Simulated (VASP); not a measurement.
**B: relaxation of cell and atoms with PBE+D4**

The system is B.

```
CELL_PARAMETERS angstrom
1.88524 0.00000 0.00000
0.00000 1.88524 0.00000
0.00000 0.00000 1.88524
ATOMIC_POSITIONS crystal
B 0.50000 0.50000 0.50000
```

The cell was built by a generator and needn't be a form met in nature.

```json
{"Program": "VASP 6.6.1", "Task": "relaxation of cell and atoms", "Functional": "PBE", "Dispersion": "D4", "Potentials or basis": "VASP PAW PBE potentials, release 64 (B)", "Cutoff": "600 eV", "k mesh": "14 × 14 × 14", "Occupations": "fermi-dirac, width 0.05 eV", "Spin": "no spin polarisation", "Further INCAR settings": "ALGO = Normal; EDIFF = 1e-06; IBRION = 2; EDIFFG = -0.005; NSW = 40; ISIF = 3"}
```

```
Relaxed volume                         : 6.56 Å³/atom
Relaxed cell                           : a = 1.872 Å, b = 1.872 Å, c = 1.872 Å, α = 90.00°, β = 90.00°, γ = 90.00°
Space group after relaxing (to 0.05 Å) : Pm-3m (No. 221)
Energy gained by relaxing              : 2.2 meV/atom
Ionic steps                            : 3
Pressure after relaxing                : 0.0 GPa
Band gap on the k mesh                 : none (metal or under the smearing width)
Dispersion energy per atom             : -0.249 eV
```

Step by step:
```
step  energy change (eV)  largest force (eV/Å)  pressure (GPa)  volume (Å³)
   1              0.0000                0.0000           -4.97         6.70
   2             -0.0018                0.0000            2.24         6.50
   3             -0.0022                0.0000            0.02         6.56
```

Final structure:
```yaml
crystal:
  lattice:
    - [1.87190, 0.00000, 0.00000]
    - [0.00000, 1.87190, 0.00000]
    - [0.00000, 0.00000, 1.87190]
  atoms:
    - { symbol: B, position: [0.50000, 0.50000, 0.50000] }
```

Levels at points of the mesh, in eV from the Fermi level:
| k point | band 1 | band 2 | band 3 | band 4 | band 5 |
| --- | --- | --- | --- | --- | --- |
| (0.00, 0.00, 0.00) | -15.94 | 13.89 | 13.89 | 13.89 | 24.35 |
| (0.50, 0.00, 0.00) | -8.35 | -6.19 | 17.85 | 17.85 | 30.43 |
| (0.50, 0.50, 0.00) | -1.95 | -1.95 | 4.54 | 8.22 | 21.08 |
| (0.50, 0.50, 0.50) | 3.52 | 3.52 | 3.52 | 16.77 | 16.77 |

Wall time 17 s on 1 thread of AMD EPYC 7R13 Processor (Zen 3) (shared host), peak memory 0.08 GiB.

Caveat: pairwise dispersion overbinds metals, which lowers pressure and volume.
